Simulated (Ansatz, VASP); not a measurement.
## One calculation of ZrB2, two programs

File INCAR:

```
SYSTEM = ZrB2
ALGO     = Normal         ! electronic algorithm
EDIFF    = 1E-7           ! SCF threshold, eV
ENCUT    = 520            ! plane-wave cutoff, eV
ISIF     = 2              ! what is computed and relaxed
ISMEAR   = -1             ! smearing method
LASPH    = .TRUE.         ! aspherical terms in the spheres
LCHARG   = .FALSE.        ! write CHGCAR
LREAL    = .FALSE.        ! projectors in reciprocal space
LWAVE    = .FALSE.        ! write WAVECAR
NBANDS   = 16             ! bands
NELM     = 80             ! most SCF steps
PREC     = Accurate       ! precision mode
SIGMA    = 0.05           ! smearing width, eV
```

File KPOINTS:

```
k-points
0
G
  10 10 8
  0 0 0
```

File POSCAR:

```
ZrB2
1.0
    3.1700000000      0.0000000000      0.0000000000
   -1.5850000000      2.7453005300      0.0000000000
    0.0000000000      0.0000000000      3.5330000000
Zr B
1 2
Direct
    0.0000000000      0.0000000000      0.0000000000
    0.6666666667      0.3333333333      0.5000000000
    0.3333333333      0.6666666667      0.5000000000
```

input.yaml

```yaml
crystal:
  lattice:
    - [3.17, 0.0, 0.0]
    - [-1.585, 2.74530053, 0.0]
    - [0.0, 0.0, 3.533]
  atoms:
    - { symbol: Zr, position: [0.0, 0.0, 0.0] }
    - { symbol: B, position: [0.6666666667, 0.3333333333, 0.5] }
    - { symbol: B, position: [0.3333333333, 0.6666666667, 0.5] }
kpoints:
  mp_grid: { grid: [10, 10, 8] }
  band_path:
    path:
      - [0.0, 0.0, 0.0]
      - [0.5, 0.0, 0.0]
      - [0.3333333333, 0.3333333333, 0.0]
      - [0.0, 0.0, 0.0]
      - [0.0, 0.0, 0.5]
      - [0.5, 0.0, 0.5]
      - [0.3333333333, 0.3333333333, 0.5]
      - [0.0, 0.0, 0.5]
    npoints: 6
scf:
  occupations: { method: fermi_dirac, width: 0.05 }
hamiltonian:
  xc: lda
  pseudopotentials: { kind: all_electron, lapw: { basis_error: 0.002 } }
output:
  forces: true
  stress: true
  eigenvalues: true
```

Alike in both runs: functional LDA; k mesh 10 × 10 × 8; occupations fermi-dirac, width 0.05 eV; no spin polarisation.

|  | VASP | Ansatz |
| --- | --- | --- |
| version | VASP 6.6.1 | Ansatz 0.2.0 |
| potentials or method | VASP PAW LDA potentials, release 64 (Zr_sv, B) | all-electron LAPW, scalar-relativistic |
| plane-wave cutoff (eV) | 520 | see its input |
| task | single point | band structure |

VASP gave:

```
gap on the k mesh at the Fermi level (eV)       : none
pressure (GPa)                                  : -8.3
largest component of the traceless stress (GPa) : 0.63
```

Q: What did Ansatz give for the same quantities?

A: gap on the k mesh at the Fermi level (eV): none; pressure (GPa): -8.8; largest component of the traceless stress (GPa): 0.63.

A gap of «none» marks a metal or a gap that the smearing closes. Ansatz ran all-electron here, so the differences hold the error of VASP's frozen core and of both bases.
